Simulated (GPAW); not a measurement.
A run of GPAW 26.7.0 is set up as follows.

Contents of run.py:

```python
from ase.calculators.mixing import SumCalculator
from ase.filters import FrechetCellFilter
from ase.io import read, write
from ase.optimize import BFGS
from dftd3.ase import DFTD3
from gpaw import GPAW, PW

atoms = read('SnSe.xyz')

calc = GPAW(mode=PW(600),
            xc='RPBE',
            kpts={'size': (8, 8, 8), 'gamma': True},
            occupations={'name': 'fermi-dirac', 'width': 0.05},
            nbands=19,
            convergence={'density': 1e-05, 'forces': 0.0001},
            maxiter=150,
            txt='gpaw.txt')
atoms.calc = SumCalculator([calc, DFTD3(method='rpbe', damping='d3bj')])
opt = BFGS(FrechetCellFilter(atoms), trajectory='relax.traj', logfile='-')
done = opt.run(fmax=0.05, steps=60)
calc.write('gs.gpw')
write('result.traj', atoms)
print('Converged:', done)
print('Cell:', atoms.cell.cellpar().round(4))
print('Volume:', round(atoms.get_volume(), 4))
print(atoms.get_scaled_positions().round(5))
```

The input SnSe.xyz:

```xyz
2
Lattice="0.0000000000 3.0100000000 3.0100000000 3.0100000000 0.0000000000 3.0100000000 3.0100000000 3.0100000000 0.0000000000" Properties=species:S:1:pos:R:3 pbc="T T T"
Sn     0.0000000000      0.0000000000      0.0000000000
Se     3.0100000000      3.0100000000      3.0100000000
```

Potentials or basis: the program's PAW data sets (release 1.2.1) made for this functional, pw.

Launch:

```bash
$ OMP_NUM_THREADS=1 python run.py
```

Task: Estimate the space group after relaxing (to 0.05 Å).

Result: Fm-3m (No. 225).

Task: Estimate the band gap on the k mesh.

Result: 0.55 eV, indirect (least direct gap 0.64 eV).

Task: Estimate the dispersion energy per atom.

Result: -2.037 eV.

Final structure:
```yaml
crystal:
  lattice:
    - [0.00000, 2.81128, 2.81128]
    - [2.81128, 0.00000, 2.81128]
    - [2.81128, 2.81128, 0.00000]
  atoms:
    - { symbol: Sn, position: [0.00000, 0.00000, 0.00000] }
    - { symbol: Se, position: [0.50000, 0.50000, 0.50000] }
```

Caveat: later steps reuse the first step's grids; spin-orbit coupling is left out, which moves the levels of the heavy elements. A k mesh can miss the band edges.
